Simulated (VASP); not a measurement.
Here is a VASP 6.6.1 calculation.

INCAR

```
ALGO = Fast
EDIFF = 1E-7
ENCUT = 520
GGA = PE
ISIF = 2
ISMEAR = 0
LASPH = True
LCHARG = True
LELF = True
LREAL = False
LVHAR = True
LWAVE = False
NBANDS = 14
NELM = 100
PREC = Accurate
SIGMA = 0.1
```

File KPOINTS:

```
k-points
0
Gamma
  18 18 6
```

POSCAR

```
Al
1.0
    2.7505197784      0.0000000000      0.0000000000
   -1.3752598892      2.3820200017      0.0000000000
    0.0000000000      0.0000000000      9.7639757540
Al
4
Direct
    0.0000000000      0.0000000000      0.0000000000
    0.3333333300      0.6666666700      0.2500000000
    0.0000000000      0.0000000000      0.5000000000
    0.6666666700      0.3333333300      0.7500000000
```

Potentials or basis: VASP PAW PBE potentials, release 64 (Al).

The run is started by

```bash
$ cat potpaw_PBE.64/Al/POTCAR > POTCAR
$ mpirun -np 1 vasp_std > vasp.out
```

(1) Estimate the band gap on the k mesh.

(2) Predict the pressure.

## Answers

(1) none (metal or under the smearing width).

(2) 3.7 GPa.
